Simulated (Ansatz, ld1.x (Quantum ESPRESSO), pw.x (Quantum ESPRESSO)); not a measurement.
pw.x on fcc Hf: one setting changed

Potential: norm-conserving RRKJ (Kleinman–Bylander form), ld1.x (Quantum ESPRESSO) 7.5, PBE; core [Xe] 4f14, reference 5d2 6s2 6p0; waves: 6p (bound, empty): rc 3.20 bohr; 5d (bound): rc 2.55 bohr; 6s (bound): rc 2.35 bohr; local part: the s channel; core correction: a·sin(br)/r model core inside 2.10 bohr.

The reference run (k-mesh 13³, cutoffs 50/200 Ry, Fermi–Dirac 0.01 Ry, mixing_beta 0.4, conv_thr 1e-9, no spin) gives 0.28 GPa at 22.681 Å³/atom, where all-electron LAPW gives -0.23 GPa. This run, with its own iteration cap, changes startingwfc to random.

```
&control
  calculation='scf', prefix='x', pseudo_dir='./', outdir='./tmp', tstress=.true., disk_io='none'
/
&system
  ibrav=0, nat=1, ntyp=1, ecutwfc=50, ecutrho=200, nbnd=9,
  occupations='smearing', smearing='fd', degauss=0.01
/
&electrons
  conv_thr=1e-09, mixing_beta=0.4, electron_maxstep=60, startingwfc='random'
/
ATOMIC_SPECIES
Hf 1.0 Hf.UPF
CELL_PARAMETERS angstrom
  0.00000000 2.24669474 2.24669474
  2.24669474 0.00000000 2.24669474
  2.24669474 2.24669474 0.00000000
ATOMIC_POSITIONS crystal
Hf 0.0000 0.0000 0.0000
K_POINTS automatic
13 13 13 0 0 0
```

```bash
pw.x < Hf.scf.in > Hf.scf.out
```

Task: How does the run end?

Result: It converges in 7 iterations; the free energy moves by +0.0 meV/atom and the pressure by +0.00 GPa. The result is that of the reference run.

```
Message from routine setup:
     using ibrav=0 with symmetry is DISCOURAGED, use correct ibrav instead
     lattice parameter (alat)  =       6.0042  a.u.
     unit-cell volume          =     153.0590 (a.u.)^3
     number of electrons       =         4.00
     number of Kohn-Sham states=            9
     kinetic-energy cutoff     =      50.0000  Ry
     charge density cutoff     =     200.0000  Ry
     scf convergence threshold =      1.0E-09
     Exchange-correlation= PBE
     number of k points=    84  Fermi-Dirac smearing, width (Ry)=  0.0100
     iteration #  1     ecut=    50.00 Ry     beta= 0.40
     total energy              =      -8.95244739 Ry
     estimated scf accuracy    <       0.01843218 Ry
     iteration #  2     ecut=    50.00 Ry     beta= 0.40
     total energy              =      -8.95101893 Ry
     estimated scf accuracy    <       0.00432265 Ry
     iteration #  3     ecut=    50.00 Ry     beta= 0.40
     total energy              =      -8.95150267 Ry
     estimated scf accuracy    <       0.00003538 Ry
     iteration #  4     ecut=    50.00 Ry     beta= 0.40
     total energy              =      -8.95150917 Ry
     estimated scf accuracy    <       0.00000096 Ry
     iteration #  5     ecut=    50.00 Ry     beta= 0.40
     total energy              =      -8.95150930 Ry
     estimated scf accuracy    <       0.00000009 Ry
     iteration #  6     ecut=    50.00 Ry     beta= 0.40
     total energy              =      -8.95150930 Ry
     estimated scf accuracy    <          1.2E-09 Ry
     iteration #  7     ecut=    50.00 Ry     beta= 0.40
     the Fermi energy is     8.6648 ev
!    total energy              =      -8.95150930 Ry
     estimated scf accuracy    <          3.7E-10 Ry
     smearing contrib. (-TS)   =      -0.00655238 Ry
     The total energy is F=E-TS. E is the sum of the following terms:
     one-electron contribution =       5.15585996 Ry
     hartree contribution      =       0.00872064 Ry
     xc contribution           =      -5.47034147 Ry
     ewald contribution        =      -8.63919605 Ry
     convergence has been achieved in   7 iterations
          total   stress  (Ry/bohr**3)                   (kbar)     P=        2.77
     Message from routine punch:
     Nothing written, as per user request (disk_io='none')
```

The run took about 8.2 s on one core of a shared host (Intel(R) Xeon(R) Platinum 8488C, 96 threads, 186 GiB, load 28).
